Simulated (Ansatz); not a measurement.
InN (wurtzite)

```yaml
crystal:
  lattice:
    - [3.54750, 0.00000, 0.00000]
    - [-1.77375, 3.07222, 0.00000]
    - [0.00000, 0.00000, 5.72256]
  atoms:
    - { symbol: In, position: [0.66667, 0.33333, 0.00226] }
    - { symbol: In, position: [0.33333, 0.66667, 0.50226] }
    - { symbol: N, position: [0.66667, 0.33333, 0.62294] }
    - { symbol: N, position: [0.33333, 0.66667, 0.12294] }
```

This relaxed cell (volume V₀) is scaled evenly in all directions, its shape held. The atoms relax within the cell's symmetry.

Method: r2SCAN (plane waves to 500 eV, PAW, scalar-relativistic; Ansatz, a quantum-chemistry and plane-wave program). k mesh 11×11×6 (Γ-centred), Fermi-Dirac smearing 0.05 eV. The energy includes the smearing's −TS. InN was relaxed with its symmetry unable to fall. The zero of ΔE is the relaxed starting cell.

Task: Give the computed ΔE (meV/atom) at V/V₀ = 0.940, 0.955, 0.985, 1.015, 1.045, 1.060.

Result: 
```tsv
V/V₀	ΔE (meV/atom)
0.940	27.5
0.955	15.0
0.985	1.6
1.015	1.5
1.045	12.7
1.060	22.0
```

(A scan under strain: stresses follow from slopes of the energy per volume, elastic moduli from its curvatures.)
